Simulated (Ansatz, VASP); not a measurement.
# Os in VASP and in Ansatz

```
Os
1.0
     0.00000    1.93195    1.93195
     1.93195    0.00000    1.93195
     1.93195    1.93195    0.00000
Os
1
Direct
  0.00000 0.00000 0.00000
```

Change from the starting cell: volume scaled by 0.98.

Alike in both runs: task single point; functional PBE; k mesh 12 × 12 × 12; occupations fermi-dirac, width 0.05 eV; no spin polarisation.

```csv
,VASP,Ansatz
version,VASP 6.6.1,Ansatz 0.2.0
potentials or method,"VASP PAW PBE potentials, release 64 (Os)",Ansatz PAW
plane-wave cutoff (eV),520,420
valence electrons in the cell,8,16
```

|  | VASP | Ansatz | Ansatz less VASP |
| --- | --- | --- | --- |
| gap on the k mesh at the Fermi level (eV) | none | none | - |
| pressure (GPa) | -2.9 | -2.7 | +0.13 |

A gap of «none» marks a metal or a gap that the smearing closes. The two sets of potentials don't hold the same shells in valence.

Spin-orbit coupling is left out, which matters for the levels of Os.
